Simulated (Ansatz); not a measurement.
**V_O in Ga2O3 (C2/m): convergence with the plane-wave cutoff**

Aim: the (+1/0) level of V_O in Ga2O3 (C2/m) as a function of the plane-wave cutoff, with the cost of each choice. The model is a cell of 120 host atoms with 1 O taken out; the atoms are relaxed once and then held.

Calculated with Ansatz 0.2.0; plane-wave PAW DFT; relaxations with PBEsol, then single points with PBEsol, on supercells at fixed charge in a uniform background.

**1. Set-up**

The cell holds 119 atoms: 48 Ga and 71 O. Its edges and angles: a = 12.278 Å, b = 9.142 Å, c = 11.621 Å, α = 90.0°, β = 103.7°, γ = 90.0°. It derives from Ga2O3 (space group C2/m). Nearest the centre at fractional (0.665, 0.500, 0.555): Ga48 at 1.84 Å, Ga64 at 1.95 Å, Ga103 at 1.95 Å, O76 at 2.61 Å, O74 at 2.84 Å, O113 at 2.84 Å, O71 at 2.86 Å, O110 at 2.86 Å. The cell carries charge +1.

Screening for the image-charge correction: ε∞ = (4.10, 4.20, 4.21), ε0 = principal values (10.87, 10.92, 13.83), computed on the host (DFPT, PBEsol).

The cell's shortest repeat is 9.1 Å.

**2. Relaxing both charge states, PBEsol**

The study needs fixed structures, so each charge is relaxed once, at one point at (¼, ¼, ¼), from small random displacements that break the symmetry of the site.

qp1_M1.relax/input.yaml reads:

```yaml
crystal:
  lattice:
    - [12.2779582, 0.0, 0.00786887]
    - [0.0, 3.0472982, 0.0]
    - [-1.38022688, 0.0, 5.64395761]
  atoms:
    - { symbol: Ga, position: [0.341276, 0.0, 0.68544] }
    - { symbol: Ga, position: [0.841276, 0.5, 0.68544] }
    - { symbol: Ga, position: [0.158724, 0.5, 0.31456] }
    - { symbol: Ga, position: [0.658724, 0.0, 0.31456] }
    - { symbol: Ga, position: [0.409492, 0.5, 0.204603] }
    - { symbol: Ga, position: [0.909492, 0.0, 0.204603] }
    - { symbol: Ga, position: [0.090508, 0.0, 0.795397] }
    - { symbol: Ga, position: [0.590508, 0.5, 0.795397] }
    - { symbol: O, position: [0.003788, 0.5, 0.744085] }
    - { symbol: O, position: [0.503788, 0.0, 0.744085] }
    - { symbol: O, position: [0.496212, 0.0, 0.255915] }
    - { symbol: O, position: [0.996212, 0.5, 0.255915] }
    - { symbol: O, position: [0.326787, 0.5, 0.437239] }
    - { symbol: O, position: [0.826787, 0.0, 0.437239] }
    - { symbol: O, position: [0.173213, 0.0, 0.562761] }
    - { symbol: O, position: [0.673213, 0.5, 0.562761] }
    - { symbol: O, position: [0.165274, 0.0, 0.109527] }
    - { symbol: O, position: [0.665274, 0.5, 0.109527] }
    - { symbol: O, position: [0.334726, 0.5, 0.890473] }
    - { symbol: O, position: [0.834726, 0.0, 0.890473] }
  supercell: [1, 3, 2]
  defects: [{ vacancy: 77 }]
total_charge: 1
basis:
  ecutwfc: 420
  xc_grid: 2
hamiltonian:
  xc: pbesol
  pseudopotentials: { kind: paw, azcp: { folder: soft_1 }, xc_functional: pbe }
kpoints:
  mp_grid: { grid: [1, 1, 1], shift: [0.25, 0.25, 0.25] }
magnetization:
  spin_polarized: true
  initial_magnetization: 1
  spin_locking: { lock_magnetization: hard }
scf:
  occupations: { method: fixed }
  max_iter: 100
output:
  forces: true
  charged_corrections:
    epsilon: [4.1, 4.2, 4.21]
    static_epsilon: [[11.09, 0.0, -0.77], [0.0, 10.92, 0.0], [-0.77, 0.0, 13.61]]
    defect_position: [0.665274, 0.5, 0.554763]
relax:
  f_tol: 0.015
  max_steps: 60
  random_displacement: { amplitude: 0.04, seed: 829 }
checkpoint:
  write: "../qp1_M1.relax.run"
  compress: false
  write_wavefunctions: true
  write_every: 100000
```

Started as:

```console
ansatz run input.yaml --threads 32 --pin off --max-ram 84787MiB --backend cuda --events-out ev --progress --plain --runs-dir out --max-vram 78GiB
```

Numbers of over 12 decimals in the logs are rounded to 6 here.

What it wrote:

```text
[... repeated set-up lines and file paths are left out, and long positions are rounded to six places ...]
Engine: ansatz 0.2.0, aarch64-unknown-linux-gnu
Pseudopotentials: kind: paw
Pseudopotential: Ga, paw, valence charge 13, recommended cutoff 420 eV (normal), soft_1/Ga.paw.azcp
Pseudopotential: O, paw, valence charge 6, recommended cutoff 420 eV (normal), soft_1/O.paw.azcp
Functional definition: PBEsol
  exchange = pbesol_x
  correlation = pbesol_c
[...]
Crystal: 119 atoms, lattice volume = 1267.197 Å³
Basis set: ecut = 420 eV, 24771 PW (Γ), exchange–correlation on 180×128×160 points (8 copies of the dense FFT grid, shifted against one another)
Bands: 644, of which v1, the nominal top of the filled ones, is band 525 counted from 1 (524 counted from 0)
Symmetry: 1 space group operations
k-points: 1
Non-local potential: Ga, projectors of the file, l = 0: 2, l = 1: 2, l = 2: 3, l = 3: 1
Non-local potential: O, projectors of the file, l = 0: 2, l = 1: 2, l = 2: 1
PAW form: soft (Blöchl's): semilocal exchange-correlation on the pseudo side does not see the compensation charge
PAW frozen core: Ga, regenerated for the run's functional, and the local potential with it (the file was generated under x = pbe(κ = 0.804, μ = 0.219515), c = pbe(β = 0.066725))
PAW frozen core: O, regenerated for the run's functional, and the local potential with it (the file was generated under x = pbe(κ = 0.804, μ = 0.219515), c = pbe(β = 0.066725))
PAW one-centre angular grid: Ga, 590 points (default); XC on 64 Gauss nodes
PAW one-centre angular grid: O, 110 points (default); XC on 64 Gauss nodes
Initial density: superposition of atomic densities (chi_scale 0.1, normalization cell, long waves kept (reshape's long-wave potential 0.36 eV rms))
Starting moments: Σ|m| = 1 μB on 119 of 119 sites
Initial wavefunctions: pseudopotential atomic-orbital guess
[...]
Functional: x = pbesol(κ = 0.804, μ = 0.123457), c = pbesol(β = 0.046)
SCF iter   1: F=—  HF=-219575.634930 eV  |Δ(HF+E_count)|=         —  Δρ=5.99e-2 (↑5.85e-2 ↓5.99e-2)  dr2=8.09e1  dr2_m=6.92e-2  M=1.000 μB ∫|m|=1.059 μB  Hψ=3314
preconditioner: auto → Resta (q_TF=auto, 2.644 Å⁻¹)  ε∞=4.3  [insulator: Δε(μ)=0.859 eV  Ē_g=18.650 eV  n_scr=386 (ndim 8)  ℏωp=33.8 eV  f_vac=0.001  ε∞_Penn≈4.3]
spin=Collinear: Resta preconditioning applied to the charge; magnetization (m = ρ↑ − ρ↓) channel mixes plain (no charge-response kernel on spin).
SCF iter   2: F=—  HF=-219560.371819 eV  |Δ(HF+E_count)|=    1.53e1  Δρ=3.98e-2 (↑3.88e-2 ↓3.98e-2)  dr2=3.61e1  dr2_m=3.57e-2  M=1.000 μB ∫|m|=1.061 μB  Hψ=2100
[...]
SCF iter  10: F=-219546.767520 eV  HF=-219546.767522 eV  |Δ(HF+E_count)|=   5.08e-7  Δρ=9.90e-6 (↑9.68e-6 ↓9.90e-6)  dr2=3.72e-6  dr2_m=3.12e-9  M=1.000 μB ∫|m|=1.068 μB  Hψ=3394
SCF 1 converged in 10 iterations: F = -219546.767520 eV  dr2 = 3.72e-6
[...]
relax step   1: F+E_penalty+E_count = -219546.76751971 eV  Δ(F+E_penalty+E_count) = +0.000e0 eV  max|allowed force component| = 1.847e0 eV/Å  Δτ_max = 0.0000 Å  (10 SCF iters, dr2 threshold 5.63e-6 eV, accepted)
[...]
relax step   2: F+E_penalty+E_count = -219548.39016254 eV  Δ(F+E_penalty+E_count) = -1.623e0 eV  max|allowed force component| = 9.313e-1 eV/Å  Δτ_max = 0.1026 Å  (6 SCF iters, dr2 threshold 1.00e-4 eV, accepted)
[...]
relax step   4: F+E_penalty+E_count = -219549.12037635 eV  Δ(F+E_penalty+E_count) = -1.678e-1 eV  max|allowed force component| = 1.483e-1 eV/Å  Δτ_max = 0.1361 Å  (6 SCF iters, dr2 threshold 1.00e-4 eV, accepted)
[...]
relax step   6: F+E_penalty+E_count = -219549.12518458 eV  Δ(F+E_penalty+E_count) = -2.026e-4 eV  max|allowed force component| = 2.440e-3 eV/Å  Δτ_max = 0.0031 Å  (5 SCF iters, accepted)
[...]
NSCF: frozen V_eff on 1 k-points
[...]
SCF converged after 5 iterations
Magnetization: 1.0000 μB (525.0000 up, 524.0000 down)
Absolute magnetization: 1.0618 μB (∫|ρ↑−ρ↓|, with the PAW one-centre terms)
Spin contamination: 0.0019 ħ² per cell (⟨S²⟩ above its minimum at these occupations)
Per-site moments (μB) at R_I (Å): [(7.885223228509717e-5, 0.803926), (0.000456602, 0.799934), (6.990503892957185e-5, 0.802635), [... 6 left out ...]
Free energy (F): -219549.125185 eV
Harris-Foulkes:  -219549.125185 eV  (|F-HF|=5.37e-8)
Internal energy: -219549.125185 eV  (E = F + TS)
E sigma→0 (E₀):  -219549.125185 eV
Fermi energy:    9.287168 (↑ 9.287168, ↓ 7.803795) eV
--- Per-component energies (eV) ---
  E_band       = -1482.590442
  E_kinetic    = 17329.856668
  E_local      = -84585.291469  (includes V_loc(G=0)·N_el)
  E_nonlocal   = -392.024746
  E_hartree    = 49299.337870
  E_xc         = -7957.123555
  E_vxc        = -9046.537684  (∫ρ·V_xc dr)
  E_paw        = -105293.050113  (= ΣΔE_a)
  E_vpaw       = -23387.302485  (= ΣTr[D̂ρ^β])
  E_aug_tail   = 0.043673  (compensation charges beyond the density's cutoff)
  E_ewald      = -87994.801952
  E_core_change = 43.928439  (= ΣΔE_core)
  E_smearing   = -0.000000  (= −TS)
  E_closure    = 0.000000  (closes the sum)
  E_deformation_potential = 16.966714  (in the stress; not in F)
  Σ components = -219549.125185   (vs F -219549.125185, Δ=0.00e0)
--- Forces (eV/Å), atoms counted from 1 ---
  atom   1  Ga     0.00009005     0.00007509    -0.00036328
  atom   2  Ga    -0.00087404    -0.00054906     0.00126451
  [... 4 atoms left out ...]
  [... 113 more lines of this table ...]
  max |Σ_I F_I| component: 5.30e-5 eV/Å
--- Charged-cell corrections in eV (Makov–Payne, q = +1.000 e, ε = [[11.090, 0.000, -0.770], [0.000, 10.920, 0.000], [-0.770, 0.000, 13.610]]) ---
  F (periodic)     = -219549.125185  (uncorrected; the corrections below are reported, never added to it)
  E_corr1          = +0.157207  (monopole, q²α_M/2ε̄L, of the cell on which ε is isotropic)
  F Makov-Payne    = -219548.967977  (F + E_corr1; no measured alignment; for a localised charge, not one spread in a band: unchecked)
  no potential alignment in this run, which stands beside a crystal: run the host's input off ansatz write-host-input, and read the two finished runs by ansatz place-levels (neither reads a slab, a wire or a sheet, whose cell leaves a vacuum)
--- Band table (eV) ---
  k-point 0 ↑: bands = ["-10.9480", "-10.7516", "-10.6956", "-10.6078", "-10.5233", "-10.4068", "-10.3550", "-10.2711", "-10.2111", [... rest cut ...]
  k-point 0 ↓: bands = ["-10.9395", "-10.7436", "-10.6900", "-10.5980", "-10.5165", "-10.3982", "-10.3491", "-10.2650", "-10.2012", [... rest cut ...]
--- Relaxed structure (6 steps of the walk, 6 accepted, 0 SCFs on fresh bases) ---
  F+E_penalty+E_count = -219549.12518458 eV   max|allowed force component| = 2.440e-3 eV/Å
  atoms:
    - { symbol: Ga, position: [0.341594, 0.000158, 0.342409] }
    - { symbol: Ga, position: [0.840924, 0.166816, 0.343584] }
    [... 4 atoms left out ...]
  [... 113 more lines of this table ...]
```

Elapsed: 8.5 s, on 1 × NVIDIA GB200 with 32 threads of Arm Neoverse V2, shared host; peak memory 2.9 GiB.

The steps of the relaxation:

| step | energy less that of the first step (eV) | largest force component (eV/Å) |
| --- | --- | --- |
| 1 | 0.0000 | 1.8471 |
| 2 | -1.6226 | 0.9313 |
| 3 | -2.1850 | 1.5822 |
| 4 | -2.3529 | 0.1483 |
| 5 | -2.3575 | 0.0303 |
| 6 | -2.3577 | 0.0024 |

The atoms that moved most (Å, from the sites as typed, ahead of the random displacement, the mean shift of all atoms taken out):

| atom | dx | dy | dz | length |
| --- | --- | --- | --- | --- |
| Ga103 | -0.052 | 0.124 | 0.141 | 0.195 |
| Ga64 | -0.052 | -0.123 | 0.141 | 0.195 |
| O76 | -0.023 | 0.000 | -0.102 | 0.104 |
| O74 | -0.039 | 0.036 | -0.051 | 0.073 |
| O113 | -0.039 | -0.036 | -0.051 | 0.073 |
| O115 | -0.004 | 0.028 | 0.049 | 0.057 |
| O36 | -0.004 | -0.028 | 0.049 | 0.057 |
| O110 | 0.032 | -0.010 | -0.042 | 0.054 |

The atoms nearest to the centre after the run:

| atom | distance (Å) |
| --- | --- |
| Ga48 | 1.820 |
| Ga64 | 2.138 |
| Ga103 | 2.140 |
| O76 | 2.519 |
| O74 | 2.772 |
| O113 | 2.774 |
| O71 | 2.818 |
| O110 | 2.819 |

| charge | moment set (μB) | steps | largest displacement (Å) | time |
| --- | --- | --- | --- | --- |
| 0 | 0 | 6 | 0.34 | 6.4 s |
| +1 | 1 | 6 | 0.19 | 8.5 s |

The relaxation ends 20 meV an atom lower than the displaced start, with a largest force component of 0.0024 eV/Å.

**3. First setting: 250 eV**

Total energies converge slowly with the cutoff, but a level is a difference between cells with the same atoms, so much of the error should cancel. The host is run again at each cutoff.

qp1_M1.e250/input.yaml reads:

```yaml
crystal:
  checkpoint: "../qp1_M1.relax.run"
  host: checkpoint
total_charge: 1
basis:
  ecutwfc: 250
  xc_grid: 2
hamiltonian:
  xc: pbesol
  pseudopotentials: { kind: paw, azcp: { folder: soft_1 }, xc_functional: pbe }
kpoints:
  mp_grid: { grid: [1, 1, 1], shift: [0.25, 0.25, 0.25] }
magnetization:
  spin_polarized: true
  initial_magnetization: 1
  spin_locking: { lock_magnetization: hard }
scf:
  occupations: { method: fixed }
  max_iter: 100
output:
  forces: true
  charged_corrections:
    epsilon: [4.1, 4.2, 4.21]
    static_epsilon: [[11.09, 0.0, -0.77], [0.0, 10.92, 0.0], [-0.77, 0.0, 13.61]]
    defect_position: [0.665274, 0.5, 0.554763]
  eigenvalues: true
checkpoint:
  write: "../qp1_M1.e250.run"
  compress: false
  write_wavefunctions: false
  write_every: 100000
```

What it wrote:

```text
[...]
Warning: basis.ecutwfc = 250 eV is below the records' recommended 420 eV, and the density's cutoff is lower with it unless basis.ecutrho_ratio is high enough to keep the records' density cutoff: compare with a run at a higher cutoff
crystal.checkpoint: the structure is that of <dir>, a `relax` run, at its step 6: its result, under pbesol at a charge of 1 e; 119 atoms read, 0 with a starting moment; no density is read with it (checkpoint.read); crystal.structure_sha256 for this input is
[...]
device memory: the entry about to start is reckoned to put 8.0 GiB on a device that reports 179.2 GiB free (of which the cap on the GPU budget leaves the run 78.0 GiB)
GPU FFT provider: cuFFT
GPU libraries: cuBLAS 13.8.1, cuFFT 12.4.0, cuSOLVER 12.3.2
GPU matrix products: emulated (plane waves: as basis.precision tells), large ones in fixed point in workspaces of 1.00 GiB
Crystal: 119 atoms, lattice volume = 1267.197 Å³
Basis set: ecut = 250 eV, 11333 PW (Γ), exchange–correlation on 128×96×120 points (8 copies of the dense FFT grid, shifted against one another)
Bands: 644, of which v1, the nominal top of the filled ones, is band 525 counted from 1 (524 counted from 0)
[... 1 set-up line as in the run before ...]
[...]
k-points: 1
[...]
Starting moments: Σ|m| = 1 μB on 119 of 119 sites
[...]
GPU buffer pool allocated for 184320 grid points (all kernels)
GPU transforms: local potential and band sums: pruned to the plane-wave sphere, on 64×48×60
[...]
SCF iter   1: F=—  HF=-219436.420629 eV  |Δ(HF+E_count)|=         —  Δρ=6.27e-2 (↑6.14e-2 ↓6.27e-2)  dr2=7.59e1  dr2_m=8.02e-2  M=1.000 μB ∫|m|=1.050 μB  Hψ=3390
[...]
SCF iter  11: F=-219404.231082 eV  HF=-219404.231082 eV  |Δ(HF+E_count)|=   3.82e-7  Δρ=1.22e-6 (↑1.21e-6 ↓1.22e-6)  dr2=7.18e-8  dr2_m=3.05e-11  M=1.000 μB ∫|m|=1.071 μB  Hψ=6177
SCF 1 converged in 11 iterations: F = -219404.231082 eV  dr2 = 7.18e-8
[...]
SCF converged after 11 iterations
Stability checked in part: among states of this total moment the steps that led to this state did not find it unstable. No probe was made; neither looks for a lower state of another moment (fixed_total_moment; see scf.lower_state_search)
Magnetization: 1.0000 μB (525.0000 up, 524.0000 down)
Absolute magnetization: 1.0594 μB (∫|ρ↑−ρ↓|, with the PAW one-centre terms)
[...]
Per-site moments (μB) at R_I (Å): [(0.000108092, 0.803926), (0.000511337, 0.799934), (8.079159226867894e-5, 0.802635), [... 6 left out ...]
Free energy (F): -219404.231082 eV
[...]
Internal energy: -219404.231082 eV  (E = F + TS)
E sigma→0 (E₀):  -219404.231082 eV
Fermi energy:    9.221493 (↑ 9.221493, ↓ 7.750429) eV
[...]
--- Forces (eV/Å), atoms counted from 1 ---
  atom   1  Ga    -0.04263195     0.01153793    -0.18082690
  atom   2  Ga    -0.05032459     0.01032140    -0.17297610
  [... 4 atoms left out ...]
  [... 113 more lines of this table ...]
  max |Σ_I F_I| component: 4.64e-5 eV/Å
--- Charged-cell corrections in eV (Makov–Payne, q = +1.000 e, ε = [4.100, 4.200, 4.210] of the electrons, [[11.090, 0.000, -0.770], [0.000, 10.920, 0.000], [-0.770, 0.000, 13.610]] with the ions) ---
[...]
F Makov-Payne    = n/a  (the rows are of the electrons' constant alone; ansatz place-levels tells what screens the charge)
[...]
--- Band table (eV) ---
[...]
```

It took 1.9 s on 1 × NVIDIA GB200 with 32 threads; peak memory 1.4 GiB; 5.1 s of CPU time.

Reading the cycles: dr2 is the Hartree energy of the density residual (eV), the measure of convergence; HF is the Harris–Foulkes estimate of the energy, which meets the free energy F at convergence.

Both charges and the host at this setting go to place-levels, which corrects for the image charge and aligns the potentials.

levels.e250.yaml reads:

```yaml
host:
  run: host.e250.run
states: [q0.e250.run, qp1_M1.e250.run]
geometry_from:
  q0.e250.run: q0.relax.run
  qp1_M1.e250.run: qp1_M1.relax.run
  host.e250.run: host.relax.run
```

Started as:

```console
ansatz place-levels levels.e250.yaml -- --threads 32 --pin off --max-ram 84787MiB
```

What it wrote:

```text
(+1/0) 1.423 eV above the valence edge, 0.653 eV under the conduction edge
  edges by pbesol, gap 2.076 eV; the host is sampled to repeats of 14.79 Å
  the defect's cells are sampled to repeats of 14.79 Å, like sampling
  charge +1: -219404.1381 eV with its correction of +0.093 eV, at epsilon [[11.09, 0, -0.77], [0, 10.92, 0], [-0.77, 0, 13.61]], aligned at sites: -0.0797 eV, mean over 86 atomic sites at or beyond 4.57 Å from the defect at [0.6653, 0.5000, 0.5548], with [...]
  charge 0: +0.010 eV for its dipole among its images, +0.000 omitted
  of states[1] (qp1_M1.e250.run): how wide its charge is, is not read beside other atoms or cores, and a band state would take no correction. [...]
  of states[0] (q0.e250.run): its sublattices stand up to 0.0069 Å off the host's, which by the two runs' forces adds about +0.01 eV to its energy against the host's, and moves the band edges: relax the crystal first, and build the cells on it
```

Elapsed: 0.17 s, on 32 threads.

At this setting the gap is 2.076 eV and (+1/0) lies 1.423 eV above the valence top.

**4. The other settings**

In the defect's inputs only the studied keys change. The next input; the others follow the same pattern (350 eV, 420 eV, 500 eV, 600 eV and 750 eV):

qp1_M1.e300/input.yaml, as its differences from qp1_M1.e250/input.yaml of step 3:

```diff
@@ -5,3 +5,3 @@
 basis:
-  ecutwfc: 250
+  ecutwfc: 300
   xc_grid: 2
@@ -27,3 +27,3 @@
 checkpoint:
-  write: "../qp1_M1.e250.run"
+  write: "../qp1_M1.e300.run"
   compress: false
```

**5. Result against cost**

Times of the states on 1 × NVIDIA GB200 with 32 threads of Arm Neoverse V2, shared host; the host is run again at each setting:

| plane-wave cutoff | gap (eV) | (+1/0) above the valence top (eV) | under the conduction bottom (eV) | level less that at 750 eV (meV) | time, both charge states | time, host and placing | peak memory of a state (GiB) |
| --- | --- | --- | --- | --- | --- | --- | --- |
| 250 eV | 2.076 | 1.423 | 0.653 | -51 | 3.7 s | 14 s | 1.4 |
| 300 eV | 2.173 | 1.480 | 0.693 | 6 | 4.5 s | 10 s | 1.4 |
| 350 eV | 2.216 | 1.473 | 0.743 | -1 | 5.1 s | 8.8 s | 1.5 |
| 420 eV | 2.223 | 1.473 | 0.750 | -1 | 5.7 s | 40 s | 1.6 |
| 500 eV | 2.224 | 1.474 | 0.751 | 0 | 4.8 s | 7.5 s | 1.5 |
| 600 eV | 2.224 | 1.474 | 0.750 | 0 | 5.4 s | 8.4 s | 1.7 |
| 750 eV | 2.224 | 1.474 | 0.750 | 0 | 7 s | 16 s | 2.0 |

**6. Summary of results**

```yaml
plus_1_over_0_level_250_ev: 1.42 eV
plus_1_over_0_level_300_ev: 1.48 eV
plus_1_over_0_level_350_ev: 1.47 eV
plus_1_over_0_level_420_ev: 1.47 eV
plus_1_over_0_level_500_ev: 1.47 eV
plus_1_over_0_level_600_ev: 1.47 eV
plus_1_over_0_level_750_ev: 1.47 eV
```

What this shows: Over the settings in the table the level spans 0.057 eV; from 350 eV on, both the level and its depth under the conduction bottom lie within 0.02 eV of the reference (750 eV, 1.47 eV). The gap is off most at 250 eV, which moves it by 0.15 eV, and the level's depth under the conduction bottom by 0.10 eV. The largest miss of the level above the valence top is 51 meV, with 250 eV. The total energy of the charged cell falls by 145.3 eV over the same range, so nearly all of the basis error cancels in the level. Cell and atoms were held and forces were not judged; the files' recommended cutoff is 420 eV. Only the charges 0 and +1 were run, each from one start, so (+1/0) need not be a change between stable states. The host ran in cells of different size at different settings, so its times don't compare. Limits: one k-point off the zone centre stands for the whole zone; PBEsol makes the gap too small and tends to spread out bound carriers.

[Logs are printed without paths, hosts, clocks, repeated set-up lines and the standing remarks that a program may print on its own settings, such as how far it seeks lower states.]

[Hosts, paths, dates, database ids (printed as entryN), source tags and the programs' standing remarks are cut or masked in the printed files.]

[Where a table of states has a column of steps, it counts the stored structures, which are thinned; the runs took as many ionic steps or more.]

[For some hosts the program warned that the k-mesh of the response run may be too coarse for force constants and the static dielectric constant; such warnings are not shown here.]
